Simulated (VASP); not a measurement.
# H in VASP: single point with rev-vdW-DF2

Aim: the single point of H with rev-vdW-DF2.

Program: VASP 6.6.1. These are calculated values, not measurements. Logs are shortened: lines on timing, memory, paths and dates and some standing lists are left out, and cuts for length are marked.

### Step 1. The structure

The cell holds a molecule_in_box, 1 atom: a = 14.000 Å, b = 14.500 Å, c = 15.000 Å, α = 90.00°, β = 90.00°, γ = 90.00°.

### Step 2. Single point, rev-vdW-DF2, collinear spin, ferromagnetic start

Contents of INCAR:

```
SYSTEM = H
PREC     = Accurate       ! precision mode
ENCUT    = 450            ! plane-wave cutoff, eV
EDIFF    = 1E-6           ! SCF threshold, eV
ISMEAR   = 0              ! smearing method
SIGMA    = 0.005          ! smearing width, eV
LREAL    = .False.        ! projectors in reciprocal space
LASPH    = .True.         ! aspherical terms in the spheres
NELM     = 200            ! most SCF steps
ALGO     = Normal         ! electronic algorithm
ISIF     = 2              ! what is computed and relaxed
LWAVE    = .False.        ! write WAVECAR
LCHARG   = .False.        ! write CHGCAR
ISPIN    = 2              ! spin polarisation
MAGMOM   = 1              ! initial moments
LORBIT   = 11             ! projections on sites
GGA      = MK             ! functional
LUSE_VDW = .True.       
AGGAC    = 0.0          
PARAM1   = 0.1234       
PARAM2   = 0.711357     
ZAB_VDW  = -1.8867      
NBANDS   = 10             ! bands
AMIX     = 0.2          
BMIX     = 1E-4         
AMIX_MAG = 0.8          
BMIX_MAG = 1E-4         
ISYM     = 0
```

Contents of KPOINTS:

```
regular mesh
0
Gamma
  1 1 1
  0 0 0
```

Contents of POSCAR:

```
H
1.0
   14.0000000000      0.0000000000      0.0000000000
    0.0000000000     14.5000000000      0.0000000000
    0.0000000000      0.0000000000     15.0000000000
H
1
Direct
    0.5000000000      0.5000000000      0.5000000000
```

Potentials or basis: VASP PAW PBE potentials, release 64 (H).

Command:

```
$ cat potpaw_PBE.64/H/POTCAR > POTCAR
$ mpirun -np 2 vasp_gam > vasp.out
```

OUTCAR:

```text
SYSTEM = H
   PREC = Accurate
   ENCUT = 450
   EDIFF = 1E-6
   ISMEAR = 0
   LREAL = .False.
   LASPH = .True.
   NELM = 200
   ISIF = 2
   ISPIN = 2
   LORBIT = 11
   GGA = MK
   AMIX = 0.2
   AMIX_MAG = 0.8
   ISYM = 0

 ion  position               nearest neighbor table
   1  0.500  0.500  0.500-

IMPORTANT INFORMATION: All symmetrisations will be switched off!
NOSYMM: (Re-)initialisation of all symmetry stuff for point group C_1.

----------------------------------------------------------------------------------------

                                     Primitive cell

  volume of cell :    3045.0000

  direct lattice vectors                    reciprocal lattice vectors
    14.000000000  0.000000000  0.000000000     0.071428571  0.000000000  0.000000000
     0.000000000 14.500000000  0.000000000     0.000000000  0.068965517  0.000000000
     0.000000000  0.000000000 15.000000000     0.000000000  0.000000000  0.066666667

  length of vectors
    14.000000000 14.500000000 15.000000000     0.071428571  0.068965517  0.066666667

  position of ions in fractional coordinates (direct lattice)
     0.500000000  0.500000000  0.500000000

  ion indices of the primitive-cell ions
   primitive index   ion index
                 1           1

----------------------------------------------------------------------------------------

 KPOINTS: regular mesh

Automatic generation of k-mesh.
 Grid dimensions read from file:
 generate k-points for:    1    1    1

 Generating k-lattice:

  Cartesian coordinates                     Fractional coordinates (reciprocal lattice)
     0.071428571  0.000000000  0.000000000     1.000000000  0.000000000  0.000000000
     0.000000000  0.068965517  0.000000000     0.000000000  1.000000000  0.000000000
     0.000000000  0.000000000  0.066666667     0.000000000  0.000000000  1.000000000

  Length of vectors
     0.071428571  0.068965517  0.066666667

  Shift w.r.t. Gamma in fractional coordinates (k-lattice)
     0.000000000  0.000000000  0.000000000

 Subroutine IBZKPT returns following result:
 ===========================================

 Found      1 irreducible k-points:

 Following reciprocal coordinates:
            Coordinates               Weight
  0.000000  0.000000  0.000000      1.000000
   k-points           NKPTS =      1   k-points in BZ     NKDIM =      1   number of bands    NBANDS=     10
   number of dos      NEDOS =    301   number of ions     NIONS =      1
   total plane-waves  NPLWV = ******
   dimension x,y,z NGX =    98 NGY =  100 NGZ =  108
   dimension x,y,z NGXF=   196 NGYF=  200 NGZF=  216
   ions per type =               1
   NGX,Y,Z   is equivalent  to a cutoff of  11.64, 11.47, 11.97 a.u.
   NGXF,Y,Z  is equivalent  to a cutoff of  23.27, 22.93, 23.94 a.u.
 SYSTEM =  H
   PREC   = accura    normal or accurate (medium, high low for compatibility)
   ISTART =      0    job   : 0-new  1-cont  2-samecut
   ICHARG =      2    charge: 1-file 2-atom 10-const
   ISPIN  =      2    spin polarized calculation?
   LNONCOLLINEAR =      F non collinear calculations
   LSORBIT =      F    spin-orbit coupling
   LASPH  =      T    aspherical Exc in radial PAW
   ENCUT  =  450.0 eV  33.07 Ry    5.75 a.u.  24.22 25.08 25.95*2*pi/ulx,y,z
   NELM   =    200;   NELMIN=  2; NELMDL= -5     # of ELM steps
   EDIFF  = 0.1E-05   stopping-criterion for ELM
   LREAL  =      F    real-space projection
   EDIFFG = 0.1E-04   stopping-criterion for IOM
   NSW    =      0    number of steps for IOM
   IBRION =     -1    ionic relax: 0-MD 1-quasi-New 2-CG
   NFREE  =      0    steps in history (QN), initial steepest desc. (CG)
   ISIF   =      2    stress and relaxation
   ISYM   =      0    0-nonsym 1-usesym 2-fastsym
   POTIM  = 0.5000    time-step for ionic-motion
   TEBEG  =    0.0;   TEEND  =   0.0 temperature during run
   PSTRESS=    0.0 pullay stress
   NELECT =       1.0000    total number of electrons
   NUPDOWN=      -1.0000    fix difference up-down
   EMIN   =  10.00;   EMAX   =-10.00  energy-range for DOS
   EFERMI =   0.00;   METHOD = LEGACY
   ISMEAR =     0;   SIGMA  =   0.01  broadening in eV -4-tet -1-fermi 0-gaus
   EFERMI_NEDOS =   21; number of points for ismear=-14 and -15
   IALGO  =     38    algorithm
   IMIX   =      4    mixing-type and parameters
     AMIX     =   0.20;   BMIX     =  0.00
     AMIX_MAG =   0.80;   BMIX_MAG =  0.00
  volume/ion in A,a.u.               =    3045.00     20548.67
  Fermi-wavevector in a.u.,A,eV,Ry     =   0.112948  0.213441  0.173573  0.012757
  Thomas-Fermi vector in A             =   0.716627
   LORBIT       =     11    0 simple, 1 ext, 2 COOP (PROOUT), +10 PAW based schemes
   GGA     = MK    functional components
   LHFCALC =     F    Hartree Fock is set to
   AEXX    =    0.0000 exact exchange contribution
   IVDW_NL    =     1    kernel type
   BPARAM     = 6.3000
   IVDW    =     0    specifies the selected vdW correction
   LEPSILON=     F    determine dielectric tensor
   LRPA    =     F    only Hartree local field effects (RPA)
 spin polarized calculation
 Gauss-broadening in eV      SIGMA  =   0.01
  energy-cutoff  :      450.00
  volume of cell :     3045.00
 maximum number of plane-waves:     33027
 NGX is ok and might be reduce to    98
   NGX = 49   NGY = 51   NGZ = 51

 number of electron       1.0000001 magnetization       1.0000001

 Free energy of the ion-electron system (eV)
  ---------------------------------------------------
  ext. energy  EPLUGINS =         0.00000000
  ---------------------------------------------------
  free energy    TOTEN  =        -0.86766585 eV

  energy without entropy =       -0.86766585  energy(sigma->0) =       -0.86766585

 E-fermi :  -7.4357     XC(G=0):  -0.1852

 val. band max:       -7.4829505630   @ k =   0.0000   0.0000   0.0000
 cond. band min:      -2.4219600377   @ k =   0.0000   0.0000   0.0000
 fundamental gap:      5.0609905252
 Fermi energy:        -7.4356567921

 spin component 1

 k-point     1 :       0.0000    0.0000    0.0000
  band No.  band energies     occupation
      1      -7.4830      1.00000
      2      -0.2298      0.00000
      3       0.2853      0.00000
      4       0.3108      0.00000
      5       0.3401      0.00000
      6       0.4440      0.00000
      7       0.5401      0.00000
      8       0.5868      0.00000
      9       0.9529      0.00000
     10       0.9741      0.00000
 Fermi energy:        -7.4356567921

 spin component 2

 k-point     1 :       0.0000    0.0000    0.0000
  band No.  band energies     occupation
      1      -2.4220      0.00000
      2       0.0087      0.00000
      3       0.5442      0.00000
      4       0.5834      0.00000
      5       0.6263      0.00000
      6       0.6553      0.00000
      7       0.7075      0.00000
      8       0.8186      0.00000
      9       1.1713      0.00000
     10       1.1816      0.00000

------------------------ aborting loop because EDIFF is reached ----------------------------------------

  FORCE on cell =-STRESS in cart. coord.  units (eV):
  Direction    XX          YY          ZZ          XY          YZ          ZX
  --------------------------------------------------------------------------------------
  -------------------------------------------------------------------------------------
  Total       -0.0260760     -0.0262394     -0.0260964     -0.0000000      0.0000000     -0.0000000
  in kB       -0.0137203     -0.0138063     -0.0137310     -0.0000000      0.0000000     -0.0000000
  external PRESSURE =      -0.0137525 kB  Pullay stress =       0.0000000 kB

 VOLUME and BASIS-vectors are now :
 -----------------------------------------------------------------------------
  energy-cutoff  :      450.00
  volume of cell :     3045.00
      direct lattice vectors                 reciprocal lattice vectors
    14.000000000  0.000000000  0.000000000     0.071428571  0.000000000  0.000000000
     0.000000000 14.500000000  0.000000000     0.000000000  0.068965517  0.000000000
     0.000000000  0.000000000 15.000000000     0.000000000  0.000000000  0.066666667

 POSITION                                       TOTAL-FORCE (eV/Angst)
 -----------------------------------------------------------------------------------
      7.00000      7.25000      7.50000         0.000000     -0.000000     -0.000000
 -----------------------------------------------------------------------------------
    total drift:                                0.000000     -0.000000     -0.000000

  FREE ENERGIE OF THE ION-ELECTRON SYSTEM (eV)
  ---------------------------------------------------
  free  energy   TOTEN  =        -0.8676658515 eV

  energy  without entropy=       -0.8676658515  energy(sigma->0) =       -0.86766585

Total vdW correction in eV:      0.1828031

 total charge

# of ion       s       p       d       tot
------------------------------------------
    1        0.377   0.000   0.000   0.377

 magnetization (x)

# of ion       s       p       d       tot
------------------------------------------
    1        0.377   0.000   0.000   0.377
```

OSZICAR:

```text
N       E                     dE             d eps       ncg     rms          rms(c)
DAV:   1     0.223966310905E+01    0.22397E+01   -0.11143E+02    40   0.318E+01
DAV:   2    -0.580605739664E+00   -0.28203E+01   -0.28145E+01    56   0.866E+00
DAV:   3    -0.871845468311E+00   -0.29124E+00   -0.29122E+00    54   0.366E+00
DAV:   4    -0.872449229520E+00   -0.60376E-03   -0.60376E-03    46   0.160E-01
DAV:   5    -0.872451866464E+00   -0.26369E-05   -0.26369E-05    48   0.136E-02    0.597E-01
DAV:   6    -0.756744871026E+00    0.11571E+00   -0.30351E-04    42   0.286E-02    0.336E-01
DAV:   7    -0.758377249854E+00   -0.16324E-02   -0.55140E-04    54   0.318E-02    0.215E-01
DAV:   8    -0.866927815599E+00   -0.10855E+00   -0.20668E-03    50   0.599E-02    0.344E-03
DAV:   9    -0.867099117735E+00   -0.17130E-03   -0.13842E-06    44   0.454E-03    0.201E-03
DAV:  10    -0.867332268514E+00   -0.23315E-03   -0.22842E-08    40   0.685E-04    0.114E-03
DAV:  11    -0.867642102106E+00   -0.30983E-03   -0.85271E-08    48   0.122E-03    0.830E-05
DAV:  12    -0.867665026774E+00   -0.22925E-04   -0.16838E-09    44   0.131E-04    0.124E-05
DAV:  13    -0.867665851546E+00   -0.82477E-06   -0.67366E-10    54   0.894E-05
   1 F= -.86766585E+00 E0= -.86766585E+00  d E =-.196740E-41  mag=     1.0000
```

Run time: 11 min. Hardware: 2 MPI ranks of AMD EPYC 7R13 (Zen 3), shared host; peak memory 3.6 GiB.

Results:

```yaml
Free_energy: -0.8677 eV
Gap_between_the_frontier_levels: 5.06 eV
Net_moment: 1.00 μB per cell
Site_moments: H +0.38 μB
Valence_electrons_inside_the_program's_atomic_spheres: H 0.38
```

Caveat: the PAW data sets were made with another functional, which shifts forces and pressure a little.
